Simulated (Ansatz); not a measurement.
BaSnO3:
```cif
data_BaO3Sn
_chemical_formula_sum 'Ba1 Sn1 O3'
_space_group_name_H-M_alt 'P 1'
_space_group_IT_number 1
_cell_length_a 4.17599
_cell_length_b 4.17599
_cell_length_c 4.17599
_cell_angle_alpha 90.000
_cell_angle_beta 90.000
_cell_angle_gamma 90.000
loop_
_space_group_symop_operation_xyz
  'x, y, z'
loop_
_atom_site_label
_atom_site_type_symbol
_atom_site_fract_x
_atom_site_fract_y
_atom_site_fract_z
_atom_site_occupancy
Ba1 Ba 0.50000 0.50000 0.50000 1
Sn1 Sn 0.00000 0.00000 0.00000 1
O1 O 0.00000 0.50000 0.00000 1
O2 O 0.50000 0.00000 0.00000 1
O3 O 0.00000 0.00000 0.50000 1
```

Relaxed with PBE. Independent-particle spectrum: no excitons, no local fields, no scissors shift; 0.1 eV broadening; ε₁ of the summed bands alone.

Task: Tabulate the dielectric function from DFT-PBE in the program Ansatz with PAW potentials.

Result: 

```csv
E (eV),ε₁ xx,ε₂ xx
0.0,5.07,0.00
0.4,5.13,0.00
0.8,5.43,0.00
1.2,5.57,0.99
1.6,5.04,1.14
2.0,4.79,1.11
2.4,4.69,1.06
2.8,4.67,1.02
3.2,4.71,1.00
3.6,4.81,1.00
4.0,4.98,1.02
4.4,5.25,1.06
4.8,5.75,1.16
5.2,6.71,1.97
5.6,6.30,3.90
6.0,5.33,3.99
6.4,5.37,4.11
6.8,4.78,5.39
7.2,3.44,5.89
7.6,1.77,4.54
8.0,2.61,3.71
8.4,3.55,5.60
8.8,-0.05,5.98
9.2,0.13,3.67
9.6,0.32,3.41
10.0,0.86,2.97
10.4,0.91,2.52
10.8,1.29,3.56
11.2,0.34,3.13
11.6,0.38,3.18
12.0,0.10,2.37
```

Task: From ε at 1.5 eV (xx: 5.13 + 1.14i), find n, k, the normal reflectivity and the absorption coefficient.

Result: n = 2.28, k = 0.250, R = 16 %, α = 2kE/ħc = 38000 cm⁻¹.

With all bands, ε∞ without local fields is 5.31. DFPT, with local fields, gives 5.21.

Space group Pm-3m (cubic perovskite). The PBE relaxation kept the symmetry of its start. At this level the phase is dynamically unstable (imaginary phonons). Scalar-relativistic: spin–orbit coupling is off unless named, which matters more the heavier the elements.

Potentials: the later of the program's two PAW sets.
